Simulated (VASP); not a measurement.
Write the native input for VASP 6.6.1 that does the following.

```
Task                      : relaxation of the atoms
Functional                : PBE
Potentials or basis       : VASP PAW PBE potentials, release 64 (Sb, S)
Cutoff                    : 520 eV
k mesh                    : 7 × 7 × 1
Occupations               : gaussian, width 0.05 eV
Spin                      : no spin polarisation
Dipole correction         : yes
Atoms held fixed (from 0) : [0]
Further INCAR settings    : ALGO = Normal; EDIFF = 1e-07; IBRION = 2; EDIFFG = -0.01; NSW = 60
```

The structure of SbS lies in POSCAR:

```
SbS
1.0
    3.8204800000      0.0000000000      0.0000000000
    0.0000000000      3.8204800000      0.0000000000
    0.0000000000      0.0000000000     23.8000000000
Sb S
1 1
Selective dynamics
Direct
    0.0000000000      0.0000000000      0.2941200000  F F F
    0.5000000000      0.5000000000      0.2941200000  T T T
```

The cell was built by a generator and needn't be a form met in nature.

These files were run (other wordings do the same):

INCAR

```
PREC     = Accurate       # precision mode
ENCUT    = 520            # plane-wave cutoff, eV
EDIFF    = 1E-7           # SCF threshold, eV
ISMEAR   = 0              # smearing method
SIGMA    = 0.05           # smearing width, eV
LREAL    = F              # projectors in reciprocal space
LASPH    = T              # aspherical terms in the spheres
NELM     = 80             # most SCF steps
ALGO     = Normal         # electronic algorithm
ISIF     = 2              # what is computed and relaxed
LWAVE    = F              # write WAVECAR
LCHARG   = F              # write CHGCAR
LDIPOL   = T            
IDIPOL   = 3            
DIPOL    = 0.5 0.5 0.294
GGA      = PE             # functional
IBRION   = 2              # ionic algorithm
NSW      = 60             # ionic steps
EDIFFG   = -0.01          # ionic threshold
```

KPOINTS

```
regular mesh
0
Gamma
  7 7 1
```

Potentials or basis: VASP PAW PBE potentials, release 64 (Sb, S).

Launch:

```sh
$ cat potpaw_PBE.64/Sb/POTCAR potpaw_PBE.64/S/POTCAR > POTCAR
$ mpirun -np 1 vasp_std > vasp.out
```

It gave:

The band gap on the k mesh is none (metal or under the smearing width).

Caveat: the relaxation stopped at its first step, so nothing moved.

Wall time 42 s on 1 thread of Intel(R) Xeon(R) Platinum 8488C (Sapphire Rapids) (shared host), peak memory 0.37 GiB.
